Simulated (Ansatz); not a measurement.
System: KBr (rock salt type), 2 atoms in the cell.

```
CELL_PARAMETERS angstrom
0.00000 3.35000 3.35000
3.35000 0.00000 3.35000
3.35000 3.35000 0.00000
ATOMIC_POSITIONS crystal
K 0.00000 0.00000 0.00000
Br 0.50000 0.50000 0.50000
```

Code and potentials: Ansatz all-electron PAW datasets made for this crystal. Settings: k-mesh 6×6×6 Γ-centred; Fermi–Dirac smearing of 0.02 eV; no spin polarisation. For HSE06: exchange singularity: regularized.

One run gave:

- Pressure: -0.60 GPa
- Gap on the mesh: 4.96 eV

(1) Which level of theory was it?
A. r²SCAN
B. HSE06
C. PBE

Answers

(1) A. All runs:

| level | pressure (GPa) | gap (eV) |
| --- | --- | --- |
| PBE (200 eV) | 0.03 | 4.32 |
| HSE06 (220 eV) | -0.21 | 5.47 |
| r²SCAN (200 eV) | -0.60 | 4.96 |

Spin–orbit coupling is left out; with heavy elements it can shift the gap and split levels by tenths of an eV. Semilocal functionals give gaps that mostly lie well below measured ones.
